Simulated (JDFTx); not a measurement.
## Sn in JDFTx: convergence with rho ratio

Input of the first run (rho ratio 4); the others differ in this setting and in those tied to it:

Sn.in

```
lattice \
   -3.8776802132     3.9713728345     3.6513174796 \
    3.9827716625    -3.9649175300     3.7385547965 \
    3.0933720619     3.1860347824    -3.0715551738
coords-type Lattice
ion Sn     0.0541800000     0.0248030000     0.0299240000 1

ion-species pseudo/Sn.upf
elec-cutoff 40
elec-ex-corr mgga-x-r2scan mgga-c-r2scan
kpoint-folding 5 5 5
elec-smearing Fermi 0.0018374661
elec-n-bands 13
electronic-SCF nIterations 100 energyDiffThreshold 1e-09
electronic-minimize nIterations 30 energyDiffThreshold 1e-7
forces-output-coords Cartesian

dump-name run.$VAR
dump End Ecomponents EigStats BandEigs Kpoints Forces Stress
```

Potentials or basis: SG15-PBE-1.2 with smoothed tails.

Command:

```console
$ jdftx -c 1 -i Sn.in -o Sn.out
```

The cell isn't the ideal one: cell strained at random at fixed volume.

This isn't the form of Sn at room conditions, which is tetragonal (white tin).

Hardware: 1 thread of Arm Neoverse V1 (shared host).

```csv
rho ratio,"energy less the tightest run, at zero smearing (meV/atom)",pressure (GPa),SCF cycles,CPU time (s),peak memory (GiB)
4,-0.31,-0.03,17,310,0.1
5,-0.14,-0.08,17,330,0.11
6,-0.02,-0.08,17,330,0.12
8,-0.01,-0.08,17,340,0.15
10,0.00,-0.08,17,350,0.17
```

Against the tightest run, the energy stays within 1 meV/atom from 4 on; the pressure stays within 0.1 GPa from 4 on. The tightest run that finished is the yardstick and may itself not be fully converged.

Caveat, for the tightest run too: the k mesh is coarse (spacing up to 0.49 Å⁻¹), so the values aren't converged; the potentials were made for another functional, which shifts forces and pressure.
